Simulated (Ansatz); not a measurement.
NaBr (rock salt)

```xyz
2
Lattice="0.0000 2.9738 2.9738 2.9738 0.0000 2.9738 2.9738 2.9738 0.0000" Properties=species:S:1:pos:R:3 pbc="T T T"
Br     0.0000     0.0000     0.0000
Na     2.9738     2.9738     2.9738
```

Equation-of-state scan: isotropic scaling of the cell above, V₀ being its volume. Symmetry pins the atoms to their sites.

Level of theory: r2SCAN (plane waves to 500 eV, PAW, scalar-relativistic; Ansatz, a quantum-chemistry and plane-wave program). k mesh 10×10×10 (Γ-centred), Fermi-Dirac smearing 0.05 eV. The energy includes the smearing's −TS. Compression counts positive. NaBr was relaxed with its symmetry unable to fall. The zero of ΔE is the relaxed starting cell.

```csv
V (Å³/atom),ΔE (meV/atom)
23.669,22.5
24.326,withheld
24.984,5.1
25.641,1.2
26.299,0.0
26.956,1.1
27.614,4.2
28.271,9.0
28.928,15.3
```

### Question
Fit a third-order Birch-Murnaghan form (E₀, V₀, B₀, B₀′ free) to the given rows and predict ΔE at V = 24.326.

### Answer
Least squares on the 8 given rows: ΔE = E₀ + (9V₀B₀/16)·y²·[2 + (B₀′ − 4)y], y = (V₀/V)^(2/3) − 1, with V₀ = 26.300 Å³/atom, B₀ = 22.39 GPa (160.2 GPa = 1 eV/Å³; the term in eV is multiplied by 1000), B₀′ = 4.74, E₀ = 0.01 meV/atom; root-mean-square residual 0.01 meV/atom. At 24.326 the fit gives 12.0 meV/atom; the calculation gives 12.0 meV/atom, the same to the digits shown. For the pressure the fit gives 2.10 GPa against the computed 2.10 GPa.

(Under strain, the slope of the energy per volume gives the stress and its curvature an elastic modulus.)
